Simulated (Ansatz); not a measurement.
# Si3Ge: the cost of one run

Method: DFT PBE, scalar-relativistic, plane waves, PAW, in Ansatz 0.2.0.

1 further run of the same task is left out (set aside as unsound or not needed).

**1. The structure to begin with**

Symmetry: P-4m2, No. 115, tetragonal system. The conventional cell has a = 3.912 Å, b = 3.912 Å, c = 5.532 Å, α = 90.00°, β = 90.00°, γ = 90.00°. Around Si (site symmetry -4m2) lie 4 Si at 2.38 Å. Around Si (site symmetry 2mm) lie 2 Si at 2.38 Å and 2 Ge at 2.41 Å. Ge (site symmetry -4m2) has 4 Si at 2.41 Å as nearest neighbours.

Coordinates:

```cif
data_structure
_symmetry_space_group_name_H-M 'P 1'
_symmetry_Int_Tables_number 1
_cell_length_a 3.9124
_cell_length_b 3.9124
_cell_length_c 5.5321
_cell_angle_alpha 90.000
_cell_angle_beta 90.000
_cell_angle_gamma 90.000
_cell_volume 84.68
loop_
_atom_site_label
_atom_site_type_symbol
_atom_site_fract_x
_atom_site_fract_y
_atom_site_fract_z
_atom_site_occupancy
Si1 Si 0.50000 0.50000 0.00000 1
Si2 Si 0.00000 0.50000 0.75587 1
Si3 Si 0.50000 0.00000 0.24413 1
Ge1 Ge 0.00000 0.00000 0.50000 1
```

It is the end of an earlier relaxation with the same method, from a generated guess; it is a trial structure. At a tolerance of 0.02 Å it has space group P-4m2 (No. 115); it has 21.17 Å³/atom, an uncorrected energy of +0.01 eV/atom over the elements and, on its mesh, gap 0.38 eV.

**2. The cell scaled to 0.97 of its volume**

input.yaml reads:

```yaml
crystal:
  lattice:
    - [3.8728544211, 0.0, 0.0]
    - [0.0, 3.8728544211, 0.0]
    - [0.0, 0.0, 5.476180566]
  atoms:
    - { symbol: Si, position: [0.5, 0.5, 0.0] }
    - { symbol: Si, position: [0.0, 0.5, 0.7558713849] }
    - { symbol: Si, position: [0.5, 0.0, 0.2441286151] }
    - { symbol: Ge, position: [0.0, 0.0, 0.5] }
basis:
  ecutwfc: 420
kpoints:
  mp_grid: { grid: [10, 10, 6] }
hamiltonian:
  xc: pbe
scf:
  occupations: { method: gaussian, width: 0.02 }
output:
  forces: true
  stress: true
  eigenvalues: true
relax:
  adjacent_minimum: "off"
  f_tol: 0.01
  max_steps: 30
  cell: { stress_tol: 0.1, fix: [volume] }
```

Run with:

```sh
ansatz run input.yaml --threads 1 --pin off --max-ram 2560MiB --backend cpu --events-out ev --progress --plain --runs-dir out
```

What time and memory should one allow on 1 thread of Intel Xeon Platinum 8259CL at 2.50GHz (Skylake/Cascade Lake), shared host?

About 23 s, with a peak of 0.45 GiB.
